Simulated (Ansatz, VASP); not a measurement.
**One calculation of TaN, two programs**

```
CELL_PARAMETERS angstrom
0.00000 2.21132 2.21132
2.21132 0.00000 2.21132
2.21132 2.21132 0.00000
ATOMIC_POSITIONS crystal
Ta 0.50000 0.50000 0.50000
N 0.00000 0.00000 0.00000
```

The cell comes from a database or a generator and needn't be the stable form of this composition.

Alike in both runs: functional LDA; k mesh 10 × 10 × 10; occupations fermi-dirac, width 0.05 eV; no spin polarisation.

```csv
,VASP,Ansatz
version,VASP 6.6.1,Ansatz 0.2.0
potentials or method,"VASP PAW LDA potentials, release 64 (Ta_pv, N)",Ansatz PAW
plane-wave cutoff (eV),520,420
valence electrons in the cell,16,18
task,single point,band structure
```

|  | VASP | Ansatz | Ansatz less VASP |
| --- | --- | --- | --- |
| gap on the k mesh at the Fermi level (eV) | none | none | - |
| pressure (GPa) | -15.5 | -17.2 | -1.68 |

A gap of «none» marks a metal or a gap that the smearing closes. The two sets of potentials don't hold the same shells in valence.

Caveats: so large a pressure means that the cell lies far from this level's equilibrium, or that cutoff or potentials fall short (VASP); the pressure holds a Pulay correction of +0.6 GPa for the finite cutoff (Ansatz); spin-orbit coupling is left out, which moves the levels of the heavy elements (Ansatz); the PAW data sets come from PBE, with cores solved anew for the run's functional, which leaves a small shift of forces and pressure (Ansatz). Spin-orbit coupling is left out, which matters for the levels of Ta.
